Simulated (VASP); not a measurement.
## Na: optical spectrum with HF

Crystal: Na.

```xyz
2
Lattice="3.7670 0.0000 0.0000 -1.8835 3.2623 0.0000 0.0000 0.0000 6.1540" Properties=species:S:1:pos:R:3 pbc="T T T"
Na    1.8835    1.0874    4.6155
Na    0.0000    2.1749    1.5385
```

This isn't the form of Na at room conditions, which is bcc.

```json
{"Program": "VASP 6.6.1", "Task": "optical spectrum", "Functional": "HF", "Potentials or basis": "VASP PAW PBE potentials, release 64 (Na_pv)", "Cutoff": "520 eV", "k mesh": "4 × 4 × 3", "Occupations": "methfessel-paxton, width 0.2 eV", "Spin": "no spin polarisation", "Grid for exact exchange (PRECFOCK)": "Fast", "Exchange at q = 0": "default", "Monkhorst-Pack mesh": "yes", "Further INCAR settings": "ALGO = Normal; EDIFF = 1e-06; NBANDS = 55"}
```

- Pressure: 1.3 GPa

Stress tensor (GPa, compression positive):
```
1.94 0.00 0.00
0.00 1.94 0.00
0.00 0.00 0.10
```

Levels at points of the mesh, in eV from the Fermi level:
| k point | band 4 | band 5 | band 6 | band 7 | band 8 | band 9 | band 10 | band 11 |
| --- | --- | --- | --- | --- | --- | --- | --- | --- |
| (0.12, 0.12, 0.00) | -38.34 | -38.34 | -38.34 | -5.86 | 3.41 | 4.14 | 9.39 | 9.96 |

Dielectric function (mean over the directions given):
```
energy (eV)  real part  imaginary part
       0.25       1.08            0.00
       0.71       1.08            0.00
       1.22       1.08            0.00
       1.73       1.09            0.00
       2.23       1.10            0.00
       2.74       1.11            0.01
       3.25       1.18            0.03
       3.76       1.08            0.06
       4.26       1.28            0.22
       4.77       0.81            0.28
       5.28       0.93            0.02
       5.79       1.01            0.02
       6.29       0.91            0.07
       6.80       0.97            0.01
       7.31       1.00            0.00
       7.82       0.99            0.02
       8.33       1.00            0.01
       8.83       1.01            0.01
       9.34       1.02            0.03
       9.85       1.01            0.01
      10.30       0.99            0.01
      10.81       1.01            0.01
      11.32       1.00            0.01
      11.83       1.01            0.01
      12.34       1.00            0.01
      12.84       1.01            0.01
      13.35       1.01            0.01
      13.86       1.01            0.01
      14.37       1.01            0.01
      14.87       1.01            0.00
      15.38       1.02            0.00
      15.89       1.01            0.01
      16.40       1.01            0.00
      16.90       1.01            0.01
      17.41       1.01            0.01
      17.92       1.01            0.00
      18.43       1.01            0.00
      18.93       1.01            0.00
      19.44       1.01            0.01
      19.95       1.01            0.00
```

Run time: 19 min on 1 thread of Intel(R) Xeon(R) 6975P-C (Granite Rapids), with other jobs on the host, peak memory 0.23 GiB.

Caveat: the k mesh is coarse (spacing up to 0.48 Å⁻¹), so the values aren't converged, least of all with exact exchange; spectra need much finer meshes, so this one isn't converged; these spectra lack excitons; the intraband (Drude) part of a metal's response may be missing; the PAW data sets were made with another functional, which shifts forces and pressure a little.
